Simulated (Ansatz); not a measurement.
Space group F-43m (No. 216). a = 6.197 Å, b = 6.197 Å, c = 6.197 Å, α = 90.00°, β = 90.00°, γ = 90.00°
| atom | site | symmetry | x | y | z |
| --- | --- | --- | --- | --- | --- |
| Cd | 4a | -43m | 0.0000 | 0.0000 | 0.0000 |
| Se | 4c | -43m | 0.2500 | 0.2500 | 0.2500 |

Equation of state of this CdSe structure (not necessarily the ground state), with shape and atoms relaxed at each volume where symmetry leaves them free. All numbers below come from Ansatz 0.2.0, DFT PBE, scalar-relativistic, plane waves, PAW.

Plane waves to 420 eV, a k mesh through Γ of 10×10×10 on the computed 2-atom cell and Gaussian smearing (0.02 eV); no spin polarisation.

| V (Å³/atom) | E − E(largest V) (meV/atom) | P (GPa) | gap on mesh (eV) |
| --- | --- | --- | --- |
| 26.176 | 40.67 | 7.68 | 0.75 |
| 27.068 | 4.89 | 5.23 | 0.69 |
| 27.961 | -18.37 | 3.18 | 0.62 |
| 28.853 | -31.10 | 1.44 | 0.56 |
| 29.745 | -34.95 | -0.02 | 0.49 |
| 30.638 | -31.32 | -1.25 | 0.43 |
| 31.530 | -21.38 | -2.29 | 0.37 |
| 32.720 | 0.00 | -3.42 | 0.30 |

Question: Fit a third-order Birch–Murnaghan equation to E(V).

Answer: V0 = 29.73 Å³/atom, B0 = 45 GPa, B0' = 4.7.

This zinc-blende form isn't the usual stable structure of the compound.